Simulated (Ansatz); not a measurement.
## ZrO2 (fluorite): frozen-phonon scan

ZrO₂ (fluorite)

```
CELL_PARAMETERS angstrom
      0.00000     2.55794     2.55794
      2.55794     0.00000     2.55794
      2.55794     2.55794     0.00000
ATOMIC_POSITIONS crystal
  Zr 0.00000 0.00000 0.00000
  O  0.25000 0.25000 0.25000
  O  0.75000 0.75000 0.75000
```

A phonon eigenvector at Γ is frozen into this cell: atom i moves by Q times the vector below, so Q is the largest atomic displacement, in Å. The cell is held. It is one choice among 3 degenerate patterns.

| atom | x | y | z |
|---|---|---|---|
| O2 | 0.000 | 0.000 | -1.000 |
| O3 | 0.000 | 0.000 | 1.000 |

Atoms not listed stay in place.

The numbers are results of PBE (plane waves to 420 eV, PAW, scalar-relativistic; Ansatz, a program for electronic structure), not measurements. k mesh 11×11×11 (Γ-centred), Fermi-Dirac smearing 0.05 eV. The energy includes the smearing's −TS. Compression counts positive. The PAW data are Ansatz's earlier set. This is a high-temperature form of ZrO2. ZrO2 is run without spin polarisation. ZrO2 was relaxed with its symmetry unable to fall. ΔE is measured from the undisplaced structure.

```tsv
Q (Å)	ΔE (meV/cell)	−dE/dQ from forces (eV/Å)	P (GPa)
-0.280	1621	13.226	17.0
-0.233	1077	10.188	11.5
-0.187	663	7.601	7.2
-0.140	362	5.377	4.0
-0.093	157	3.429	1.8
-0.047	39	1.667	0.4
0.000	0	0.000	0.0
0.047	39	-1.667	0.4
0.093	157	-3.429	1.8
0.140	362	-5.377	4.0
0.187	663	-7.601	7.2
0.233	1077	-10.188	11.5
0.280	1621	-13.226	17.0
```

Summary:

| Quantity | Value |
|---|---|
| Energy at Q = 0.280 Å | 1621 meV/cell |
| Space group of the distorted cell | Immm (No. 71), lowered from Fm-3m |
| Symmetry of the curve | even: the same for both signs |
| Shape of the curve | a single well with its minimum at or next to zero displacement |
| Harmonic wavenumber from the curvature (finite differences) | 548 cm⁻¹ |
| Wavenumber by perturbation theory (DFPT, on another k mesh) | 548 cm⁻¹ |

(A displaced cell: forces are minus the slopes of the energy, force constants its curvatures, and phonons follow from these.)
